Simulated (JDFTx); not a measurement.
Runs of JDFTx 1.7.0 (patched build) on Rh. It takes space group Fm-3m (No. 225, cubic). Conventional cell: a = 3.796 Å, b = 3.796 Å, c = 3.796 Å, α = 90.00°, β = 90.00°, γ = 90.00°. Around Rh (site symmetry m-3m) lie 12 Rh at 2.68 Å. 

```tsv
level	gap on the mesh (eV)	pressure (GPa)	relaxed volume (Å³/atom)
TPSS	none	0.0	13.84
revPBE	none	0.0	(a)
LDA	none	0.0	13.24
SCAN	none	0.0	(c)
RPBE	none	0.0	14.44
PBEsol	none	0.0	(b)
AM05	none	0.0	13.49
BLYP	none	0.0	14.84
r2SCAN	none	0.0	13.70
```

Alike in all rows: task relaxation of cell and atoms; potentials or basis SG15-PBE-1.2 with smoothed tails; no spin polarisation; cell relaxed; k mesh 6 × 6 × 6; cutoff (eV) 1088; smearing fermi-dirac 0.05 eV; the mesh is coarse, so values aren't converged.

Question: Estimate the missing entries.

Answer: (a) 14.35; (b) 13.56; (c) 13.58.

Caveats: all runs use coarse meshes; the potentials were made for another functional, which shifts forces and pressure; the plane waves are those of the starting cell, so after so large a change of volume the result is rough (some runs).

A k mesh can miss the band edges, and the runs leave out spin-orbit coupling on Rh.

A gap of «none» marks a metal or a gap under the smearing width.

Runs at the PBE level aren't shown here.
